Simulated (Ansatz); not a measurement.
A surface is cut from this relaxed crystal of Ge:

```xyz
2
Lattice="0.0000 2.8805 2.8805 2.8805 0.0000 2.8805 2.8805 2.8805 0.0000" Properties=species:S:1:pos:R:3 pbc="T T T"
Ge    2.8805    2.8805    2.8805
Ge    4.3208    4.3208    4.3208
```

Miller indices refer to the conventional cell of Fd-3m (No. 227), a = 5.761 Å, b = 5.761 Å, c = 5.761 Å, α = 90.00°, β = 90.00°, γ = 90.00°.

Consider the (111) slab of 8 planes, 10.8 Å thick with 15 Å of vacuum as cut; outer planes Ge (top) and Ge (bottom), all atoms relaxed.

Level of theory: DFT PBE, scalar-relativistic, plane waves, PAW (Ansatz). Settings: cutoff 420 eV, Γ-centred mesh 9×9×1 on the computed 8-atom cell, Gaussian smearing of 0.10 eV; no spin polarisation. The cell repeats along c with a dipole correction in the vacuum.

The work function read from the bulk's Fermi level differs by 0.28 eV, so the slab's middle doesn't match the bulk reference (too thin, or relaxed to another structure or magnetic state).

Question: Estimate the surface energy (mean of both faces).

Answer: 1.06 J/m².

Question: Predict the work function.

Answer: 4.63 eV.

Question: The top two planes lie 0.832 Å apart in the bulk. How does relaxation change this?

Answer: The spacing becomes 0.788 Å (-5.3 %).